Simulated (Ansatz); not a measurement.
**What a trial cell of CdSe relaxes into**

Method: DFT PBE, scalar-relativistic, plane waves, PAW (Ansatz). Cutoff 420 eV, Gaussian smearing, Γ-centred meshes. Cell and atoms relax first on a coarse mesh and then on a finer one. In between, the cell is made exact in the group found at 0.06 Å. In metals the finer mesh still leaves noise of several meV/atom or more. The steps can't lower the symmetry of their start. No spin polarisation.

The cell of CdSe is invented: random cell by space group and Wyckoff sites (I4/mmm, No. 139). Lengths were set from tabulated atomic sizes, so they are only a guess.

```
CELL_PARAMETERS angstrom
-2.51210 2.51210 2.22499
2.51210 -2.51210 2.22499
2.51210 2.51210 -2.22499
ATOMIC_POSITIONS crystal
Cd 0.50000 0.50000 0.00000
Se 0.00000 0.00000 0.00000
```

The zero of energy is the elements' standard structures at the same level; no fitted shifts are applied.

Problem. Which structure results?

Solution. The symmetry goes from I4/mmm (No. 139) to Fm-3m (No. 225). The end has the rock salt type. The volume per atom shrinks by 15.9 %, from 28.1 to 23.6 Å³. The shortest distance goes from 2.22 Å (Cd–Se) to 2.87 Å (Cd–Se). The energy falls by about 0.86 eV/atom (the start's value is from the coarse mesh). The end is written in a standard setting, so origin, axes and order of atoms can differ from the start's. Conventional cell: a = 5.737 Å. Around Cd lie 6 Se at 2.87 Å; Se has 6 Cd at 2.87 Å.

```
Cd Se
1.0
     0.00000    2.86858    2.86858
     2.86858    0.00000    2.86858
     2.86858    2.86858    0.00000
Cd Se
1 1
Direct
  0.50000 0.50000 0.50000
  0.00000 0.00000 0.00000
```

Problem. Give its energy and gap.

Solution.

| Quantity | Value |
| --- | --- |
| Formation energy | −0.49 eV/atom |
| Gap on the 16×16×16 mesh of the 2-atom cell | 0 eV (a metal) |

The last run used Gaussian smearing of 0.10 eV. The zero gap may come from the functional, which often closes small gaps. The reference form of Se is held partly by dispersion forces, which this level lacks. A structure relaxed within its symmetry needn't be a true minimum. In all, the 3 runs took 33 s on 1 thread of Intel(R) Xeon(R) Platinum 8488C (Sapphire Rapids) (shared host). Another cell of CdSe relaxed alike, in F-43m (a Materials Project cell), lies 147 meV/atom lower, so this cell isn't the stable form at this level.
